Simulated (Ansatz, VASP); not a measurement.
**Two plane-wave programs on Re**

INCAR

```
SYSTEM = Re
ALGO = Normal ; EDIFF = 1E-6
EDIFFG = -0.002 ; ENCUT = 600
IBRION = 2 ; ISIF = 3
ISMEAR = 0 ; LASPH = .TRUE.
LCHARG = .FALSE. ; LREAL = .FALSE.
LWAVE = .FALSE. ; NELM = 100
NSW = 100 ; PREC = Accurate
SIGMA = 0.1
```

KPOINTS

```
k-points
0
G
  18 18 18
  0 0 0
```

The input POSCAR:

```
Re
1.0
    0.0000000000      1.9291537643      1.9291537643
    1.9291537643      0.0000000000      1.9291537643
    1.9291537643      1.9291537643      0.0000000000
Re
1
Direct
    0.0000000000      0.0000000000      0.0000000000
```

Input for Ansatz:

```yaml
crystal:
  lattice:
    - [0.0, 1.9291537643, 1.9291537643]
    - [1.9291537643, 0.0, 1.9291537643]
    - [1.9291537643, 1.9291537643, 0.0]
  atoms:
    - { symbol: Re, position: [0.0, 0.0, 0.0] }
basis:
  ecutwfc: 420
kpoints:
  mp_grid: { grid: [18, 18, 18] }
hamiltonian:
  xc: lda
  pseudopotentials: { kind: paw, azcp: { folder: soft_1 } }
scf:
  occupations: { method: gaussian, width: 0.1 }
output:
  forces: true
  stress: true
  eigenvalues: true
relax:
  adjacent_minimum: "off"
  f_tol: 0.002
  max_steps: 80
  cell: { stress_tol: 0.02 }
```

This isn't the form of Re at room conditions, which is hcp.

Alike in both runs: task relaxation of cell and atoms; functional LDA; k mesh 18 × 18 × 18; occupations gaussian, width 0.1 eV; no spin polarisation.

|  | VASP | Ansatz |
| --- | --- | --- |
| version | VASP 6.6.1 | Ansatz 0.2.0 |
| potentials or method | VASP PAW LDA potentials, release 64 (Re) | scalar-relativistic, plane waves, PAW |
| plane-wave cutoff (eV) | 600 | 420 |
| valence electrons in the cell | 7 | 15 |

|  | VASP | Ansatz | Ansatz less VASP |
| --- | --- | --- | --- |
| gap on the k mesh at the Fermi level, each at its own relaxed structure (eV) | none | none | - |
| relaxed volume (Å³/atom) | 14.44 | 14.39 | -0.054 |
| relaxed cell length with the largest relative difference (Å) | 2.733 | 2.730 | -0.0034 |

A gap of «none» marks a metal or a gap that the smearing closes. The two sets of potentials don't hold the same shells in valence. Ansatz warned: «pseudo_functional_mismatch».

Spin-orbit coupling is left out, which matters for the levels of Re.
